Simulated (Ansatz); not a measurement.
# Elastic constants of SiC (P6_3mc), step by step

```
CELL_PARAMETERS angstrom
3.07577 0.00000 0.00000
-1.53789 2.66370 0.00000
0.00000 0.00000 5.04753
ATOMIC_POSITIONS crystal
Si 0.33333 0.66667 0.00459
Si 0.66667 0.33333 0.50459
C 0.33333 0.66667 0.38041
C 0.66667 0.33333 0.88041
```

The conventional cell has a = 3.076 Å, b = 3.076 Å, c = 5.048 Å, α = 90.00°, β = 90.00°, γ = 120.00°. Around Si (atom 1) lie 4 C at 1.88 to 1.90 Å. C (atom 3) is surrounded by 4 Si at 1.88 to 1.90 Å.

Level of theory, where no other is named: PBEsol, all-electron LAPW in Ansatz 0.2.0, scalar-relativistic. k mesh 8×8×6, fixed occupations, basis error target 1 meV/atom. The cell was relaxed by PAW under this functional.

The cell is hexagonal and carries a residual pressure of -0.02 GPa at this level. Each strain component that symmetry leaves independent is applied at ±0.003, the ions relax wherever a strain frees them, and the stress (tension positive, GPa) is read. Shears are engineering strains, γ = 2ε.

```
strain    size      σxx      σyy      σzz      σyz     σxz     σxy
    xx  -0.003  -1.5086  -0.3209  -0.1477   0.0000  0.0000  0.0000
    xx  +0.003   1.5084   0.3401   0.1948   0.0000  0.0000  0.0000
    zz  -0.003  -0.1630  -0.1630  -1.6162   0.0000  0.0000  0.0000
    zz  +0.003   0.1797   0.1797   1.6463   0.0000  0.0000  0.0000
    yz  -0.003   0.0110   0.0129   0.0237  -0.4502  0.0000  0.0000
    yz  +0.003   0.0110   0.0129   0.0237   0.4502  0.0000  0.0000
```

A central difference gives one constant, for example C11 ≈ (1.5084 − (-1.5086))/(0.006) = 502.8 GPa; the program then imposes the crystal's symmetry on the whole matrix.

Task: What are the independent elastic constants?

Result: C11 = 502.8, C12 = 110.2, C13 = 57.1, C33 = 543.8, C44 = 150.1 GPa.

Task: Is the crystal stable against homogeneous strain?

Result: The least eigenvalue of the 6×6 matrix is 150.1 GPa, so yes.

Task: What moduli does a random aggregate of grains have?

Result: Voigt and Reuss bounds: B from 222.0 to 222.0 and G from 181.2 to 187.6 GPa; their means are B = 222.0 and G = 184.4 GPa. Then E = 9BG/(3B + G) = 433.3 GPa, ν = (3B − 2G)/(6B + 2G) = 0.175 and B/G = 1.20, on the brittle side of Pugh's 1.75 (a rule of thumb, made for metals; it doesn't predict ductility here).

Task: With the density of 3.220 g/cm³, how fast does sound travel, and what Debye temperature follows?

Result: 

| direction | slow (m/s) | middle (m/s) | fast (m/s) |
| --- | --- | --- | --- |
| x | 6827 | 7809 | 12496 |
| y | 6827 | 7809 | 12496 |
| z | 6827 | 6827 | 12995 |

The mean of v⁻³ over directions and branches gives v_m = 8303 m/s and θ_D = (ħ/k_B) v_m (6π²n)^(1/3) = 1135 K, n being atoms per volume. Young's modulus spans 388 to 533 GPa over directions, and the universal anisotropy index is 0.18.

Task: How far do the constants move if PAW replaces LAPW in the same cell?

Result: 

```json
{"constant": "C11", "LAPW (GPa)": "502.8", "PAW (GPa)": "503.8", "difference": "1.0"}
{"constant": "C12", "LAPW (GPa)": "110.2", "PAW (GPa)": "111.1", "difference": "0.9"}
{"constant": "C13", "LAPW (GPa)": "57.1", "PAW (GPa)": "57.5", "difference": "0.4"}
{"constant": "C33", "LAPW (GPa)": "543.8", "PAW (GPa)": "544.3", "difference": "0.5"}
{"constant": "C44", "LAPW (GPa)": "150.1", "PAW (GPa)": "149.8", "difference": "-0.3"}
```

Keep in mind: constants at zero field, no piezoelectric stiffening; the frozen-core PAW files of the compared runs were fitted under PBE, their cores solved anew for this functional.
